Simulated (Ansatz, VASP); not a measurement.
# BP (BP (F-43m)): VASP beside Ansatz

Aim: how closely do two programs agree when they are given the same cell, functional and k mesh? The cell is taken from a series of runs on this material, whose earlier steps may have relaxed, scaled, displaced or heated it; both programs get it as it stands.

Program: Ansatz 0.2.0. Level of theory: plane waves, with VASP 6.6.1 beside it; single point at r2SCAN. Results are calculated unless marked as measured.

### 1. The structure

Symmetry: Imm2, No. 44, orthorhombic system. Conventional cell: a = 3.208 Å, b = 3.208 Å, c = 4.536 Å, α = 90.00°, β = 90.00°, γ = 90.00°. P has 4 B at 1.95 to 1.98 Å nearest. B has 4 P at 1.95 to 1.98 Å nearest. Farther neighbours are not listed. That group holds within 0.01 Å; judged at 0.001 Å it is Cm (No. 8).

As a file:

```xyz
2
Lattice="0.0000 2.2682 2.2682 2.2682 0.0000 2.2682 2.2682 2.2682 0.0000" Properties=species:S:1:pos:R:3 pbc="T T T"
P     3.3924    3.4027    3.4027
B     0.0099    2.2678    2.2678
```

### 2. VASP: single point, r2SCAN, pair 1

With cell and atoms fixed, the geometry can't cause a difference; cores, projectors, grids and the points listed under the comparison can.

Lines of VASP's logs that name or quote its potential files are left out, and so is its time.

File INCAR:

```
SYSTEM = BP
PREC = Accurate
ENCUT = 460
EDIFF = 1E-06
NELM = 120
ISMEAR = -1
SIGMA = 0.01
LREAL = .FALSE.
ALGO = Normal
METAGGA = R2SCAN
LASPH = .TRUE.
NBANDS = 10
LORBIT = 11
LWAVE = .FALSE.
LCHARG = .FALSE.
ISIF = 2
ISYM = 2
GGA_COMPAT = .FALSE.
EFERMI = MIDGAP
LMIXTAU = .TRUE.
KPAR = 4
```

File POSCAR:

```
BP
1.0
    0.0000000000      2.2681854100      2.2681854100
    2.2681854100      0.0000000000      2.2681854100
    2.2681854100      2.2681854100      0.0000000000
P B
1 1
Direct
    0.7523612444      0.7478135441      0.7478135441
    0.9976387556      0.0021864559      0.0021864559
```

File KPOINTS:

```
Points of the shifted mesh
144
Reciprocal
 0.1250000000  0.0833333333  0.0833333333 1
 0.1250000000  0.0833333333  0.2500000000 1
 0.1250000000  0.0833333333  0.4166666667 1
 0.1250000000  0.0833333333  0.5833333333 1
 0.1250000000  0.0833333333  0.7500000000 1
 0.1250000000  0.0833333333  0.9166666667 1
 0.1250000000  0.2500000000  0.0833333333 1
 0.1250000000  0.2500000000  0.2500000000 1
 0.1250000000  0.2500000000  0.4166666667 1
 0.1250000000  0.2500000000  0.5833333333 1
 0.1250000000  0.2500000000  0.7500000000 1
 0.1250000000  0.2500000000  0.9166666667 1
 0.1250000000  0.4166666667  0.0833333333 1
 0.1250000000  0.4166666667  0.2500000000 1
 0.1250000000  0.4166666667  0.4166666667 1
 0.1250000000  0.4166666667  0.5833333333 1
 0.1250000000  0.4166666667  0.7500000000 1
 0.1250000000  0.4166666667  0.9166666667 1
 0.1250000000  0.5833333333  0.0833333333 1
 0.1250000000  0.5833333333  0.2500000000 1
 0.1250000000  0.5833333333  0.4166666667 1
 0.1250000000  0.5833333333  0.5833333333 1
 0.1250000000  0.5833333333  0.7500000000 1
 0.1250000000  0.5833333333  0.9166666667 1
 0.1250000000  0.7500000000  0.0833333333 1
 0.1250000000  0.7500000000  0.2500000000 1
 0.1250000000  0.7500000000  0.4166666667 1
 0.1250000000  0.7500000000  0.5833333333 1
 0.1250000000  0.7500000000  0.7500000000 1
 0.1250000000  0.7500000000  0.9166666667 1
 0.1250000000  0.9166666667  0.0833333333 1
 0.1250000000  0.9166666667  0.2500000000 1
 0.1250000000  0.9166666667  0.4166666667 1
 0.1250000000  0.9166666667  0.5833333333 1
 0.1250000000  0.9166666667  0.7500000000 1
 0.1250000000  0.9166666667  0.9166666667 1
 0.3750000000  0.0833333333  0.0833333333 1
 0.3750000000  0.0833333333  0.2500000000 1
 0.3750000000  0.0833333333  0.4166666667 1
 0.3750000000  0.0833333333  0.5833333333 1
 0.3750000000  0.0833333333  0.7500000000 1
 0.3750000000  0.0833333333  0.9166666667 1
 0.3750000000  0.2500000000  0.0833333333 1
 0.3750000000  0.2500000000  0.2500000000 1
 0.3750000000  0.2500000000  0.4166666667 1
 0.3750000000  0.2500000000  0.5833333333 1
 0.3750000000  0.2500000000  0.7500000000 1
 0.3750000000  0.2500000000  0.9166666667 1
 0.3750000000  0.4166666667  0.0833333333 1
 0.3750000000  0.4166666667  0.2500000000 1
 0.3750000000  0.4166666667  0.4166666667 1
 0.3750000000  0.4166666667  0.5833333333 1
 0.3750000000  0.4166666667  0.7500000000 1
 0.3750000000  0.4166666667  0.9166666667 1
 0.3750000000  0.5833333333  0.0833333333 1
 0.3750000000  0.5833333333  0.2500000000 1
 0.3750000000  0.5833333333  0.4166666667 1
 0.3750000000  0.5833333333  0.5833333333 1
 0.3750000000  0.5833333333  0.7500000000 1
 0.3750000000  0.5833333333  0.9166666667 1
 0.3750000000  0.7500000000  0.0833333333 1
 0.3750000000  0.7500000000  0.2500000000 1
 0.3750000000  0.7500000000  0.4166666667 1
 0.3750000000  0.7500000000  0.5833333333 1
 0.3750000000  0.7500000000  0.7500000000 1
 0.3750000000  0.7500000000  0.9166666667 1
 0.3750000000  0.9166666667  0.0833333333 1
 0.3750000000  0.9166666667  0.2500000000 1
 0.3750000000  0.9166666667  0.4166666667 1
 0.3750000000  0.9166666667  0.5833333333 1
 0.3750000000  0.9166666667  0.7500000000 1
 0.3750000000  0.9166666667  0.9166666667 1
 0.6250000000  0.0833333333  0.0833333333 1
 0.6250000000  0.0833333333  0.2500000000 1
 0.6250000000  0.0833333333  0.4166666667 1
 0.6250000000  0.0833333333  0.5833333333 1
 0.6250000000  0.0833333333  0.7500000000 1
 0.6250000000  0.0833333333  0.9166666667 1
 0.6250000000  0.2500000000  0.0833333333 1
 0.6250000000  0.2500000000  0.2500000000 1
 0.6250000000  0.2500000000  0.4166666667 1
 0.6250000000  0.2500000000  0.5833333333 1
 0.6250000000  0.2500000000  0.7500000000 1
 0.6250000000  0.2500000000  0.9166666667 1
 0.6250000000  0.4166666667  0.0833333333 1
 0.6250000000  0.4166666667  0.2500000000 1
 0.6250000000  0.4166666667  0.4166666667 1
 0.6250000000  0.4166666667  0.5833333333 1
 0.6250000000  0.4166666667  0.7500000000 1
 0.6250000000  0.4166666667  0.9166666667 1
 0.6250000000  0.5833333333  0.0833333333 1
 0.6250000000  0.5833333333  0.2500000000 1
 0.6250000000  0.5833333333  0.4166666667 1
 0.6250000000  0.5833333333  0.5833333333 1
 0.6250000000  0.5833333333  0.7500000000 1
 0.6250000000  0.5833333333  0.9166666667 1
 0.6250000000  0.7500000000  0.0833333333 1
 0.6250000000  0.7500000000  0.2500000000 1
 0.6250000000  0.7500000000  0.4166666667 1
 0.6250000000  0.7500000000  0.5833333333 1
 0.6250000000  0.7500000000  0.7500000000 1
 0.6250000000  0.7500000000  0.9166666667 1
 0.6250000000  0.9166666667  0.0833333333 1
 0.6250000000  0.9166666667  0.2500000000 1
 0.6250000000  0.9166666667  0.4166666667 1
 0.6250000000  0.9166666667  0.5833333333 1
 0.6250000000  0.9166666667  0.7500000000 1
 0.6250000000  0.9166666667  0.9166666667 1
 0.8750000000  0.0833333333  0.0833333333 1
 0.8750000000  0.0833333333  0.2500000000 1
 0.8750000000  0.0833333333  0.4166666667 1
 0.8750000000  0.0833333333  0.5833333333 1
 0.8750000000  0.0833333333  0.7500000000 1
 0.8750000000  0.0833333333  0.9166666667 1
 0.8750000000  0.2500000000  0.0833333333 1
 0.8750000000  0.2500000000  0.2500000000 1
 0.8750000000  0.2500000000  0.4166666667 1
 0.8750000000  0.2500000000  0.5833333333 1
 0.8750000000  0.2500000000  0.7500000000 1
 0.8750000000  0.2500000000  0.9166666667 1
 0.8750000000  0.4166666667  0.0833333333 1
 0.8750000000  0.4166666667  0.2500000000 1
 0.8750000000  0.4166666667  0.4166666667 1
 0.8750000000  0.4166666667  0.5833333333 1
 0.8750000000  0.4166666667  0.7500000000 1
 0.8750000000  0.4166666667  0.9166666667 1
 0.8750000000  0.5833333333  0.0833333333 1
 0.8750000000  0.5833333333  0.2500000000 1
 0.8750000000  0.5833333333  0.4166666667 1
 0.8750000000  0.5833333333  0.5833333333 1
 0.8750000000  0.5833333333  0.7500000000 1
 0.8750000000  0.5833333333  0.9166666667 1
 0.8750000000  0.7500000000  0.0833333333 1
 0.8750000000  0.7500000000  0.2500000000 1
 0.8750000000  0.7500000000  0.4166666667 1
 0.8750000000  0.7500000000  0.5833333333 1
 0.8750000000  0.7500000000  0.7500000000 1
 0.8750000000  0.7500000000  0.9166666667 1
 0.8750000000  0.9166666667  0.0833333333 1
 0.8750000000  0.9166666667  0.2500000000 1
 0.8750000000  0.9166666667  0.4166666667 1
 0.8750000000  0.9166666667  0.5833333333 1
 0.8750000000  0.9166666667  0.7500000000 1
 0.8750000000  0.9166666667  0.9166666667 1
```

The projector-augmented-wave data sets are P and B (PBE family, release 64).

Started as:

```
mpirun -np 4 vasp_std
```

Numbers of over 12 decimals in the logs are rounded to 6 here.

Log:

```text
[banner, memory and clock lines left out]
running    4 mpi-ranks, on    1 nodes
 distrk:  each k-point on    1 cores,    4 groups
 distr:  one band on    1 cores,    1 groups

 POSCAR found type information on POSCAR P B
 POSCAR found :  2 types and       2 ions
|                                                                             |
|               ----> ADVICE to this user running VASP <----                  |
|                                                                             |
|     You enforced a specific xc type in the INCAR file but a different       |
|     [... a line on the potential file left out ...]
|     I HOPE YOU KNOW WHAT YOU ARE DOING!                                     |
|                                                                             |

 LDA part: xc-table for (None), standard interpolation
 POSCAR, INCAR and KPOINTS ok, starting setup
 FFT: planning ... GRIDC
 FFT: planning ... GRID_SOFT
 FFT: planning ... GRID
 WAVECAR not read
 entering main loop
       N       E                     dE             d eps       ncg     rms          rms(c)
DAV:   1     0.227772398470E+01    0.22777E+01   -0.38065E+03  2888   0.670E+02
DAV:   2    -0.187071992095E+02   -0.20985E+02   -0.20071E+02  4010   0.109E+02
DAV:   3    -0.191967539525E+02   -0.48955E+00   -0.48860E+00  3526   0.153E+01
DAV:   4    -0.191985469796E+02   -0.17930E-02   -0.17928E-02  3546   0.106E+00
DAV:   5    -0.191985549745E+02   -0.79949E-05   -0.79948E-05  3450   0.653E-02    0.793E+00
DAV:   6    -0.173066267215E+02    0.18919E+01   -0.11872E+00  3336   0.641E+00    0.495E+00
DAV:   7    -0.172019878857E+02    0.10464E+00   -0.39875E-01  2940   0.381E+00    0.117E+00
DAV:   8    -0.171994229890E+02    0.25649E-02   -0.21444E-01  2892   0.364E+00    0.540E-01
DAV:   9    -0.172910990936E+02   -0.91676E-01   -0.12053E-02  3364   0.866E-01    0.349E-01
DAV:  10    -0.172995309470E+02   -0.84319E-02   -0.71078E-04  3238   0.215E-01    0.315E-01
DAV:  11    -0.173348281909E+02   -0.35297E-01   -0.72401E-03  2884   0.804E-01    0.974E-02
DAV:  12    -0.173371509471E+02   -0.23228E-02   -0.37126E-03  3258   0.522E-01    0.513E-02
DAV:  13    -0.173372299323E+02   -0.78985E-04   -0.88711E-05  3082   0.791E-02    0.340E-02
DAV:  14    -0.173372287187E+02    0.12136E-05   -0.10488E-06  3552   0.869E-03    0.364E-02
DAV:  15    -0.173373813942E+02   -0.15268E-03   -0.13475E-04  2884   0.899E-02    0.156E-02
DAV:  16    -0.173373848541E+02   -0.34599E-05   -0.42767E-06  3484   0.184E-02    0.155E-03
DAV:  17    -0.173373853630E+02   -0.50886E-06   -0.12172E-07  1518   0.291E-03
   1 F= -.17337385E+02 E0= -.17337385E+02  d E =0.000000E+00
```

From OUTCAR (step 2):

```text
ion  position               nearest neighbor table
   1  0.752  0.748  0.748-   2 1.95   2 1.95   2 1.97   2 1.98
   2  0.998  0.002  0.002-   1 1.95   1 1.95   1 1.97   1 1.98

  LATTYP: Found a face centered cubic cell.
 ALAT       =     4.5363708200

 Subroutine GETGRP returns: Found  2 space group operations
 (whereof  2 operations were pure point group operations)

The static configuration has the point symmetry C_1h.

   k-points           NKPTS =    144   k-points in BZ     NKDIM =    144   number of bands    NBANDS=     10

   dimension x,y,z NGX =    24 NGY =   24 NGZ =   24
   dimension x,y,z NGXF=    48 NGYF=   48 NGZF=   48

   ENCUT  =  460.0 eV  33.81 Ry    5.81 a.u.   5.61  5.61  5.61*2*pi/ulx,y,z

   NELECT =       8.0000    total number of electrons

 k-points in reciprocal lattice and weights: Points of the shifted mesh
   0.12500000  0.08333333  0.08333333       0.007
   0.12500000  0.08333333  0.25000000       0.007
   0.12500000  0.08333333  0.41666667       0.007
   0.12500000  0.08333333  0.58333333       0.007
   0.12500000  0.08333333  0.75000000       0.007
   0.12500000  0.08333333  0.91666667       0.007
   0.12500000  0.25000000  0.08333333       0.007
   0.12500000  0.25000000  0.25000000       0.007
   0.12500000  0.25000000  0.41666667       0.007
[...]
0.87500000  0.91666667  0.75000000       0.007
   0.87500000  0.91666667  0.91666667       0.007

 average (electrostatic) potential at core
       1 -84.3138       2 -26.0716

 E-fermi :   8.1525

 k-point     1 :       0.1250    0.0833    0.0833
  band No.  band energies     occupation
      1      -8.6653      2.00000
      2       6.1439      2.00000
      3       6.7430      2.00000
      4       7.0893      2.00000
      5      11.3957      0.00000
      6      11.4246      0.00000
      7      11.8151      0.00000
      8      15.9715      0.00000
      9      19.0074      0.00000
    ...

 k-point     2 :       0.1250    0.0833    0.2500
  band No.  band energies     occupation
      1      -8.0576      2.00000
      2       3.9839      2.00000
      3       5.1562      2.00000
      4       6.7709      2.00000
      5      11.4697      0.00000
      6      12.5582      0.00000
      7      13.0555      0.00000
      8      16.1074      0.00000
      9      18.1038      0.00000
    ...

 k-point     3 :       0.1250    0.0833    0.4167
  band No.  band energies     occupation
      1      -6.5037      2.00000
      2       0.1068      2.00000
      3       4.4585      2.00000
      4       5.7360      2.00000
      5      12.0392      0.00000
      6      12.6069      0.00000
      7      13.5964      0.00000
      8      17.2841      0.00000
      9      19.2548      0.00000
    ...

  Total       -0.0319547     -0.1216619     -0.1216619     -0.0167533     -0.2679353     -0.0167532
  in kB       -2.1937092     -8.3521708     -8.3521708     -1.1501223    -18.3939416     -1.1501218
  external PRESSURE =      -6.2993503 kB  Pullay stress =       0.0000000 kB

  energy-cutoff  :      460.00
  volume of cell :       23.34
      direct lattice vectors                 reciprocal lattice vectors
     0.000000000  2.268185410  2.268185410    -0.220440533  0.220440533  0.220440533
     2.268185410  0.000000000  2.268185410     0.220440533 -0.220440533  0.220440533
     2.268185410  2.268185410  0.000000000     0.220440533  0.220440533 -0.220440533

 POSITION                                       TOTAL-FORCE (eV/Angst)
 -----------------------------------------------------------------------------------
      3.39236      3.40267      3.40267         0.349141     -0.017346     -0.017346
      0.00992      2.26779      2.26779        -0.349141      0.017346      0.017346
 -----------------------------------------------------------------------------------
    total drift:                                0.000007     -0.000019     -0.000019

  FREE ENERGIE OF THE ION-ELECTRON SYSTEM (eV)
  ---------------------------------------------------
  free  energy   TOTEN  =       -17.3373853630 eV

  energy  without entropy=      -17.3373853630  energy(sigma->0) =      -17.33738536

 total charge
# of ion       s       p       d       tot
------------------------------------------
    1        0.987   1.585   0.000   2.572
    2        0.681   1.267   0.000   1.949
--------------------------------------------------
tot          1.668   2.853   0.000   4.521

[... 3 further parts left out ...]
```

The run ends at a pressure of -0.63 GPa, with forces up to 0.35 eV/Å.

### 3. Ansatz: single point, r2SCAN, pair 1

Ansatz runs on its PAW soft_1 files.

The same cell, functional, mesh and smearing now go to Ansatz.

File input.yaml:

```yaml
crystal:
  lattice:
    - [0.0, 2.26818541, 2.26818541]
    - [2.26818541, 0.0, 2.26818541]
    - [2.26818541, 2.26818541, 0.0]
  atoms:
    - { symbol: P, position: [0.7523612444248, 0.7478135441213, 0.7478135441213] }
    - { symbol: B, position: [0.9976387555752, 0.00218645587874, 0.00218645587874] }
basis:
  ecutwfc: 500.0
  ecutrho_ratio: 4
  xc_grid: 2
  fft_grid_basis: typed
  precision: f64
kpoints:
  mp_grid: { grid: [4, 6, 6], shift: [0.5, 0.5, 0.5] }
  band_path: { path: [VBM, CBM], npoints: 1 }
hamiltonian:
  xc: r2scan
  pseudopotentials:
    kind: paw
    azcp: { folder: soft_1, B: "soft_1/B.paw.azcp", P: "soft_1/P.paw.azcp" }
scf:
  max_iter: 80
  self_checks: high
  occupations: { method: fermi_dirac, width: 0.01 }
output:
  forces: true
checkpoint:
  write: "../host.point.run"
  compress: false
  write_wavefunctions: true
  write_every: 100000
```

Started as:

```
ansatz run input.yaml --threads 4 --pin off --max-ram 7536MiB --backend cpu --events-out ev --progress --plain --runs-dir out
```

Log:

```text
Engine: ansatz 0.2.0, x86_64-unknown-linux-gnu
Pseudopotentials: kind: paw
Pseudopotential: P, paw, valence charge 5, recommended cutoff 500 eV (meta_gga), soft_1/P.paw.azcp
Pseudopotential: B, paw, valence charge 3, recommended cutoff 500 eV (meta_gga), soft_1/B.paw.azcp
Functional definition: r2SCAN
  parameter k0 = 0.174
  parameter k1 = 0.065
  parameter a1 = 4.9479
  exchange = r2scan_x(k0 = k0, k1 = k1, a1 = a1)
  correlation = r2scan_c
Crystal: 2 atoms, lattice volume = 23.338 Å³
Basis set: ecut = 500 eV, 609 PW (Γ), exchange–correlation on 48×48×48 points (8 copies of the dense FFT grid, shifted against one another)
Bands: 8, of which v1, the nominal top of the filled ones, is band 4 counted from 1 (3 counted from 0)
Symmetry: 2 space group operations
Space group: Cm (ITA 8), of the structure as read, at distance tolerance 2.9e-5 Å
k-points: 42 of 144 (time reversal used)
Non-local potential: P, projectors of the file, l = 0: 2, l = 1: 2, l = 2: 1
Non-local potential: B, projectors of the file, l = 0: 2, l = 1: 2, l = 2: 1
PAW form: soft (Blöchl's): semilocal exchange-correlation on the pseudo side does not see the compensation charge
PAW frozen core: P, regenerated for the run's functional (the file was generated under x = pbe(κ = 0.804, μ = 0.219515), c = pbe(β = 0.066725))
PAW frozen core: B, regenerated for the run's functional (the file was generated under x = pbe(κ = 0.804, μ = 0.219515), c = pbe(β = 0.066725))
PAW one-centre angular grid: P, 302 points (default); XC on 160 Gauss nodes
PAW one-centre angular grid: B, 302 points (default); XC on 223 of its mesh's 2233 points in the sphere
Initial density: superposition of atomic densities (chi_scale 0.1, normalization cell, long waves kept (reshape's long-wave potential 0.00 eV rms))
Initial wavefunctions: pseudopotential atomic-orbital guess
Functional: x = r2scan, c = r2scan; τ floored in thin density (d = 2e-4 eV/Å³)
SCF iter   1: F=—  HF=-917.106139 eV  |F-HF|=—  |Δ(HF+E_count)|=         —  Δρ=8.61e-2  dr2=1.86e0  dr2_τ=2.12e-1  ethr=3.10e-3  ⟨swp⟩=6.2  Hψ=3202  notcnv=0
preconditioner: auto → none  [insulator: Δε(μ)=2.573 eV  Ē_g=13.768 eV  σ=0.010 eV  W_gap=1.00  n_scr=0 (ndim 8)  ℏωp=21.7 eV  f_vac=0.000  D(μ)=0.00/eV (n_scr^D=0)  ε∞_Penn≈3.5]
SCF iter   2: F=—  HF=-916.708758 eV  |F-HF|=—  |Δ(HF+E_count)|=   3.97e-1  Δρ=3.07e-2  dr2=1.51e-1  dr2_τ=1.32e-2  ethr=3.10e-3  ⟨swp⟩=2.6  Hψ=990  notcnv=0
SCF iter   3: F=—  HF=-916.713911 eV  |F-HF|=—  |Δ(HF+E_count)|=   5.15e-3  Δρ=1.10e-2  dr2=1.76e-2  dr2_τ=1.04e-3  ethr=1.88e-3  ⟨swp⟩=2.0  Hψ=505  notcnv=0
SCF iter   4: F=—  HF=-916.715601 eV  |F-HF|=—  |Δ(HF+E_count)|=   1.69e-3  Δρ=1.44e-3  dr2=2.72e-4  dr2_τ=1.31e-5  ethr=2.20e-4  ⟨swp⟩=3.2  Hψ=676  notcnv=0
SCF iter   5: F=—  HF=-916.715677 eV  |F-HF|=—  |Δ(HF+E_count)|=   7.64e-5  Δρ=1.04e-4  dr2=2.52e-6  dr2_τ=1.01e-7  ethr=3.40e-6  ⟨swp⟩=2.9  Hψ=663  notcnv=0
SCF iter   6: F=-916.715677 eV  HF=-916.715677 eV  |F-HF|=1.48e-8  |Δ(HF+E_count)|=   5.98e-8  Δρ=1.16e-5  dr2=1.09e-8  dr2_τ=5.74e-10  ethr=1.25e-9  ⟨swp⟩=8.0  Hψ=2132  notcnv=0
SCF 1 converged in 6 iterations: F = -916.715677 eV  dr2 = 1.09e-8
  greatest PAW one-centre occupation: 0.764 electrons in one spin orbital (limit 2), on the P atom at site 0 (counted from 0), in its partial waves of l = 0
NSCF: frozen V_eff on 68 k-points
NSCF: frozen V_eff on 68 k-points
[...]
SCF converged after 6 iterations
Free energy (F): -916.715677 eV
Harris-Foulkes:  -916.715677 eV  (|F-HF|=1.48e-8)
Internal energy: -916.715677 eV  (E = F + TS)
E sigma→0 (E₀):  -916.715677 eV
Fermi energy:    9.961542 eV
--- Per-component energies (eV) ---
  E_band       = 18.907549
  E_kinetic    = 120.625711
  E_local      = -60.455899  (includes V_loc(G=0)·N_el)
  E_nonlocal   = 38.876378
  E_hartree    = 17.079627
  E_xc         = -101.521449
  E_vxc        = -109.014367  (∫ρ·V_xc dr)
  E_paw        = -645.624361  (= ΣΔE_a)
  E_vpaw       = -10.226132  (= ΣTr[D̂ρ^β])
  E_aug_tail   = 0.000000  (compensation charges beyond the density's cutoff)
  E_vtau       = 4.942886  (kinetic-family band-sum trace: ∫τ·v_τ [+ j·A + Jᵃ·Aᵃ] dr)
  E_ewald      = -285.586400
  E_core_change = -0.109284  (= ΣΔE_core)
  E_smearing   = -0.000000  (= −TS)
  E_closure    = 0.000000  (closes the sum)
  Σ components = -916.715677   (vs F -916.715677, Δ=0.00e0)
--- Forces (eV/Å), atoms counted from 1 ---
  atom   1  P      0.35017544    -0.01728052    -0.01728052
  atom   2  B     -0.35014670     0.01727984     0.01727984
  max |Σ_I F_I| component: 2.87e-5 eV/Å
--- Band table (eV; the first three rows and the last of 42) ---
  k-point 0: bands = ["-6.8571", "7.9633", "8.5640", "8.9137", "13.1769", "13.2137", "13.5981", "17.7584"]
  k-point 1: bands = ["-6.2494", "5.7995", "6.9724", "8.5932", "13.2546", "14.3413", "14.8382", "17.8832"]
  k-point 2: bands = ["-4.6954", "1.9180", "6.2740", "7.5548", "13.8244", "14.3859", "15.3754", "19.0570"]
  k-point 41: bands = ["-3.8686", "0.3945", "6.9243", "6.9468", "13.3707", "14.3834", "14.9073", "19.9789"]
```

(Part 1 of 2 ends here.)

[Lines on the potential files, build, host, timing and source positions are cut from VASP's logs without a mark.]

[Logs are printed without paths, hosts, clocks, repeated set-up lines and the standing remarks that a program may print on its own settings, such as how far it seeks lower states.]

[Hosts, paths, dates, database ids (printed as entryN), source tags and the programs' standing remarks are cut or masked in the printed files.]
